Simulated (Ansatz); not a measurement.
Be: electron density at the nuclei under pressure

```
CELL_PARAMETERS angstrom
3.74681 0.00000 0.00000
0.00000 3.74681 0.00000
0.00000 0.00000 2.28128
ATOMIC_POSITIONS crystal
Be 0.29741 0.29741 0.00000
Be 0.70259 0.70259 0.00000
Be 0.20259 0.79741 0.50000
Be 0.79741 0.20259 0.50000
```

Atom numbers follow the list: Be1, Be2, Be3, Be4.

Structure from Materials Project entry mp-1008501 (possibly hypothetical), not relaxed further.

Method: Ansatz 0.2.0, DFT, PBE, all-electron PAW with datasets made for the crystal, scalar-relativistic.

The runs use a Γ-centred 9×9×14 k mesh, Fermi–Dirac smearing of 0.05 eV, cutoff 240 eV (chosen by the program for this cell), no spin polarisation.

The contact density is the mean electron density over the nuclear volume; its changes follow the s electrons' response to bonding and compression. Changes below are taken from the unscaled cell, where it is 238.603 e/Å³ at Be1.

Volumes at which the program chose other datasets or cutoffs are left out.

| V/V(cell) | P (GPa) | Δρ(0) Be1 (e/Å³) |
| --- | --- | --- |
| 0.9400 | 8.1 | 0.07 |
| 0.9600 | 5.2 | 0.04 |
| 0.9800 | 2.4 | 0.02 |
| 0.9900 | 1.2 | 0.01 |
| 1.0000 | -0.1 | 0.00 |
| 1.0100 | -1.2 | -0.01 |

The datasets are made afresh for each cell, so very small changes are uncertain.
